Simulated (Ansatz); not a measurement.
Starting structure, C put at a top Si site (Si, Fd-3m (No. 227), (1 0 0) face):

```xyz
7
Lattice="3.8417 0.0000 0.0000 0.0000 3.8417 0.0000 0.0000 0.0000 25.7913" Properties=species:S:1:pos:R:3 pbc="T T T"
Si    0.0000    1.9209    8.5000
Si    0.0000    0.0000    9.8583
Si    1.9209    0.0000   11.2165
Si    1.9209    1.9209   12.5668
Si    0.0000    1.9209   13.9273
Si    0.0000    0.0000   15.2590
C     0.0000    0.0000   17.1390
```

The calculation used DFT PBEsol, scalar-relativistic, plane waves, PAW in Ansatz. Cutoff 420 eV; k points 8×8×1 on the computed 7-atom cell (Γ-centred); Gaussian smearing, width 0.05 eV; collinear spin from starting moments 0 0 0 0 0 0 2 μB. The cell repeats along c with a dipole correction in the vacuum.

Atoms 1, 2, 3 (counted from 1) are held. The cell is fixed. Force threshold 0.03 eV/Å.

Question: Where does it end?

Answer: The energy falls by 0.034 eV in 7 steps, to:

```
Si C
1.0
     3.84172    0.00000    0.00000
     0.00000    3.84172    0.00000
     0.00000    0.00000   25.79126
Si C
6 1
Direct
  0.00000 0.50000 0.32957
  0.00000 0.00000 0.38223
  0.50000 0.00000 0.43490
  0.50000 0.50000 0.48713
  0.00000 0.50000 0.54040
  0.00000 0.00000 0.59211
  0.00000 0.00000 0.66259
```

The end is the local minimum or symmetric point that this start leads to. The slab is only 6.8 Å thick, so the energy isn't converged with thickness.

Cost: 1 run of about 2.4 core-minutes, on AMD EPYC 9R45 (Zen 5) (shared hosts).